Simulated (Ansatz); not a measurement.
Crystal: Ca.

```xyz
1
Lattice="0.0000 2.7942 2.7942 2.7942 0.0000 2.7942 2.7942 2.7942 0.0000" Properties=species:S:1:pos:R:3 pbc="T T T"
Ca    0.0000    0.0000    0.0000
```

Base run:

```yaml
Program: Ansatz 0.2.0
Functional: PBE
Potentials_or_basis: all-electron LAPW, scalar-relativistic
Cutoff: 79 eV
Density_cutoff: 316 eV
Basis_error_allowed: 0.001 eV/atom
k_mesh: 8 × 8 × 8
Occupations: gaussian, width 0.1 eV
Spin: no spin polarisation
```

Its results: band gap on the k mesh none (metal or under the smearing width); pressure -0.6 GPa.

Task: The run is repeated on the same cell with these changes: functional from PBE to PBEsol. What comes out?

Result: Band gap on the k mesh none (metal or under the smearing width); pressure -1.2 GPa.

PBEsol binds more tightly than PBE, so the same cell stands under less pressure.

Not every run made on this cell is shown here.
